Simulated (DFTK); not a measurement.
MgO in DFTK: the effect of functional

Crystal: MgO.

```xyz
2
Lattice="0.0000 2.0970 2.0970 2.0970 0.0000 2.0970 2.0970 2.0970 0.0000" Properties=species:S:1:pos:R:3 pbc="T T T"
Mg    0.0000    0.0000    0.0000
O     2.0970    2.0970    2.0970
```

The cell is a database's computed one.

Alike in all runs:

| Item | Value |
| --- | --- |
| Program | DFTK 0.8.2 |
| Task | band structure |
| Potentials or basis | SG15 1.2 (PBE) |
| Cutoff | 1225 eV |
| k mesh | 11 × 11 × 11 |
| Occupations | fermi-dirac, width 0.05 eV |
| Spin | no spin polarisation |

```tsv
functional	gap on the mesh (eV)
LDA	4.57
PBEsol	?
r2SCAN	5.66
BJ06	5.76
```

Task: What does the run with functional PBEsol give?

Result: gap on the mesh 4.74 eV.

Caveats: the program leaves the constant c of mgga_x_tb09 at 1, so the potential is Becke-Johnson's (BJ06) and not Tran and Blaha's, with levels but no total energy (some runs).

